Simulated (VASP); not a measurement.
# H: single point with r2SCAN

Crystal: H.

```
H
1.0
    -1.78570    1.78570    1.84710
     1.78570   -1.78570    1.84710
     1.78570    1.78570   -1.84710
H
2
Direct
  0.90986 0.90986 0.00000
  0.09014 0.09014 0.00000
```

```
Program                : VASP 6.6.1
Task                   : single point
Functional             : r2SCAN
Potentials or basis    : VASP PAW PBE potentials, release 64 (H)
Cutoff                 : 520 eV
k mesh                 : 10 × 10 × 10
Occupations            : gaussian, width 0.05 eV
Spin                   : no spin polarisation
Dipole correction      : no
Further INCAR settings : ALGO = Normal; EDIFF = 1e-06; NBANDS = 8
```

* Pressure: 5.4 GPa
* Largest force: 3.570 eV/Å
* Band gap on the k mesh: 10.56 eV, indirect (least direct gap 11.29 eV)

Forces on the atoms (eV/Å):
```
H    0.000  0.000 -3.570
H    0.000  0.000  3.570
```

Stress tensor (GPa, compression positive):
```
-0.02  0.00  0.00
 0.00 -0.02  0.00
 0.00  0.00 16.18
```

Levels at points of the mesh, in eV from the valence-band top:
```tsv
k point	band 1	band 2	band 3	band 4	band 5
(0.00, 0.00, 0.00)	-2.19	14.80	19.62	25.20	25.20
(0.50, 0.00, 0.00)	-0.73	10.56	18.27	20.57	21.14
(0.50, 0.50, 0.00)	-0.75	11.67	16.98	18.26	22.22
(0.50, 0.50, 0.50)	0.00	13.63	16.62	16.62	18.00
```

Run time: 32 s on 1 thread of Intel(R) Xeon(R) 6975P-C (Granite Rapids), with other jobs on the host, peak memory 0.13 GiB.

Caveat: the PAW data sets were made with another functional, which shifts forces and pressure a little. A k mesh can miss the band edges.
